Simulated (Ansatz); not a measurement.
LaAlO3 (cubic perovskite, Pm-3m), PBE in the plane-wave PAW code Ansatz, all energies at zero smearing, with the estimated change up to a 700 eV cutoff added, with one set of potentials and settings (totals compare only within such a set). Cell of 5 atoms (1 La, 1 Al, 3 O): -8498.848 eV.

```json
[
 {"element": "La", "reference phase": "P6_3/mmc, 4 atoms in the cell", "E (eV/atom)": "-6250.0953"},
 {"element": "Al", "reference phase": "Fm-3m, 1 atoms in the cell", "E (eV/atom)": "-537.5049"},
 {"element": "O", "reference phase": "C2/m, 4 atoms in the cell, spin-polarised", "E (eV/atom)": "-565.0000"}
]
```

Formation energy per atom, worked out: (-8498.848 − 1×(-6250.0953) − 1×(-537.5049) − 3×(-565.0000))/5 = -3.249 eV/atom (-314 kJ per mol of atoms), at 0 K, without zero-point energy or fitted corrections.

This is a known high-temperature phase of the composition, computed here at zero pressure and temperature. The cell was relaxed with PBE under the symmetry of its start; its stability against distortions is not shown here. The references are the lowest solids computed at this level, not always the standard phases (solids in place of the gases). Spin–orbit coupling is left out wherever it is not named.

Potentials: the later of the program's two PAW sets.
